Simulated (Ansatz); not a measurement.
# Pd: which structure wins, without relativity

Aim: relax Pd in several structures (fcc, bcc, hcp) and rank them by energy, without relativity. Methods of the runs shown: PAW and LAPW.

Computed with Ansatz 0.2.0 (DFT PBE, with the methods named in each step, unless a step's input says otherwise).

**1. The structure to begin with**

It takes space group Fm-3m (No. 225, cubic). The conventional cell has a = 3.947 Å, b = 3.947 Å, c = 3.947 Å, α = 90.00°, β = 90.00°, γ = 90.00°. Pd (site symmetry m-3m) is surrounded by 12 Pd at 2.79 Å.

As a file:

```
Pd
1.0
     0.00000    1.97348    1.97348
     1.97348    0.00000    1.97348
     1.97348    1.97348    0.00000
Pd
1
Direct
  0.00000 0.00000 0.00000
```

The PAW steps are scalar-relativistic and only prepare the cells; LAPW drops relativity.

**2. Fcc relaxed, PAW**

Contents of input.yaml:

```yaml
crystal:
  lattice:
    - [0.0, 1.9734833199, 1.9734833199]
    - [1.9734833199, 0.0, 1.9734833199]
    - [1.9734833199, 1.9734833199, 0.0]
  atoms:
    - { symbol: Pd, position: [0.0, 0.0, 0.0] }
kpoints:
  mp_grid: { grid: [18, 18, 18] }
scf:
  occupations: { method: fermi_dirac, width: 0.05 }
hamiltonian:
  xc: pbe
  pseudopotentials: { kind: paw }
output:
  forces: true
  stress: true
  write_density: true
  write_potential: true
  elf: true
  volumetric_format: npy
relax:
  f_tol: 0.005
  max_steps: 40
  cell: {}
```

The run is started by

```
$ ansatz run input.yaml --threads 1 --pin off --max-ram 3072MiB --backend cpu --events-out ev --progress --plain --runs-dir out
```

After this run come: Fcc relaxed, LAPW; Bcc relaxed, PAW; Bcc relaxed, LAPW; Hcp relaxed, PAW; Hcp relaxed, LAPW.

**Question.** What will these runs give? Wanted: lowest (for each run or level that gives them).

The runs gave:

| quantity | value |
| --- | --- |
| lowest (LAPW) | fcc, 21.8 meV/atom under hcp |
| lowest (PAW) | fcc, 34.7 meV/atom under hcp |

By LAPW the order is fcc < hcp < bcc. By PAW the order is fcc < hcp < bcc. Only LAPW drops relativity: the PAW files are scalar-relativistic and give the starting cells, so the two sets of rows differ by relativity and by the method's own errors together. Only these structures were tried, with electrons smeared by 0.05 eV and without vibrations, so the true ground state may be another. The k meshes differ between phases and weren't tested, which can move differences by some meV.
